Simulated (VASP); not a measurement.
# CaO: relaxation of cell and atoms with PBE

CaO:

```
Ca O
1.0
     2.90552    0.00000    0.00000
     0.00000    2.90552    0.00000
     0.00000    0.00000    2.90552
Ca O
1 1
Direct
  0.00000 0.00000 0.00000
  0.50000 0.50000 0.50000
```

The cell was built by a generator and needn't be a form met in nature.

* Program: VASP 6.6.1
* Task: relaxation of cell and atoms
* Functional: PBE
* Potentials or basis: VASP PAW PBE potentials, release 64 (Ca_sv, O)
* Cutoff: 520 eV
* k mesh: 8 × 8 × 8
* Occupations: gaussian, width 0.1 eV
* Spin: no spin polarisation
* Target pressure: 50 GPa
* Further INCAR settings: ALGO = Fast; EDIFF = 1e-07; IBRION = 2; EDIFFG = -0.002; NSW = 80; ISIF = 3
* Target pressure: 50 GPa

The relaxed volume is 9.75 Å³/atom. The relaxed cell is a = 2.692 Å, b = 2.692 Å, c = 2.692 Å, α = 90.00°, β = 90.00°, γ = 90.00°. The space group after relaxing (to 0.05 Å) is Pm-3m (No. 221), the energy change on relaxing (the enthalpy is what falls) is +358.1 meV/atom and the ionic steps are 5. The pressure after relaxing is 50.0 GPa. The band gap on the k mesh is 2.56 eV, indirect (least direct gap 2.78 eV).

Step by step:
| step | energy change (eV) | largest force (eV/Å) | pressure (GPa) | volume (Å³) |
| --- | --- | --- | --- | --- |
| 1 | 0.0000 | 0.0000 | 4.01 | 24.53 |
| 2 | 4.7963 | 0.0000 | 230.59 | 14.03 |
| 3 | 0.5992 | 0.0000 | 44.19 | 19.90 |
| 4 | 0.6813 | 0.0000 | 48.29 | 19.62 |
| 5 | 0.7163 | 0.0000 | 50.01 | 19.51 |

Final structure:
```cif
data_structure
_symmetry_space_group_name_H-M 'P 1'
_symmetry_Int_Tables_number 1
_cell_length_a 2.6919
_cell_length_b 2.6919
_cell_length_c 2.6919
_cell_angle_alpha 90.000
_cell_angle_beta 90.000
_cell_angle_gamma 90.000
_cell_volume 19.51
loop_
_atom_site_label
_atom_site_type_symbol
_atom_site_fract_x
_atom_site_fract_y
_atom_site_fract_z
_atom_site_occupancy
Ca1 Ca 0.00000 0.00000 0.00000 1
O1 O 0.50000 0.50000 0.50000 1
```

Levels at points of the mesh, in eV from the valence-band top:
| k point | band 4 | band 5 | band 6 | band 7 | band 8 | band 9 | band 10 | band 11 | band 12 |
| --- | --- | --- | --- | --- | --- | --- | --- | --- | --- |
| (0.00, 0.00, 0.00) | -18.85 | -17.15 | -0.22 | -0.22 | -0.22 | 2.56 | 2.56 | 8.35 | 9.84 |
| (0.50, 0.00, 0.00) | -18.59 | -14.83 | -4.47 | -1.12 | -1.12 | 3.87 | 8.68 | 9.66 | 9.66 |
| (0.50, 0.50, 0.00) | -18.39 | -16.39 | -2.24 | -2.24 | 0.00 | 4.40 | 5.61 | 7.36 | 7.36 |
| (0.50, 0.50, 0.50) | -20.11 | -15.47 | -4.58 | -4.58 | -4.58 | 9.61 | 9.61 | 9.61 | 11.93 |

It took 41 s on 1 thread of Intel(R) Xeon(R) Platinum 8488C (Sapphire Rapids), with other jobs on the host, peak memory 0.15 GiB.

Caveat: the cell is relaxed towards a set pressure, so the enthalpy falls and the energy may rise; the volume moved by over 15 % at a fixed basis, so the end points are rough. A k mesh can miss the band edges.
